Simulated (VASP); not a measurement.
Data:

```
CoPt
1.0
    2.69296     0.00000     0.00000
    0.00000     2.69296     0.00000
    0.00000     0.00000     3.71525
Co Pt
1 1
Cartesian
  0.00000   0.00000   0.00000
  1.34648   1.34648   1.85762
```
Starting moments (μB, in the order of the record's atoms Co Pt): 1.9 0.4.

Computed with PBE GGA, VASP's PBE PAW potentials (set 64) (plane waves; VASP). Run with 400 eV cut-off, 15×15×11 Γ-centred mesh, tetrahedra with Blöchl corrections, potentials Co Pt.

Unless said otherwise, spin-orbit coupling is left out, though it shifts the bands of the heavy elements here.

Q: What does the run give for the cell moment, energy per atom (σ→0), band gap (on the k-mesh) with the smallest direct gap where there is one?

A: 
- band gap (on the k-mesh): none (metal, semimetal or under 0.01 eV)
- cell moment: 2.26 μB
- energy per atom (σ→0): -6.656 eV/atom

Q: Give the moment on each site (PAW-sphere projection).

A: 
| site | moment (μB) |
|---|---|
| Co1 | 1.89 |
| Pt2 | 0.38 |

Total energies compare only between runs with the same potentials, cut-off and functional.

The compound is CoPt in the L1_0 structure. It was relaxed first.
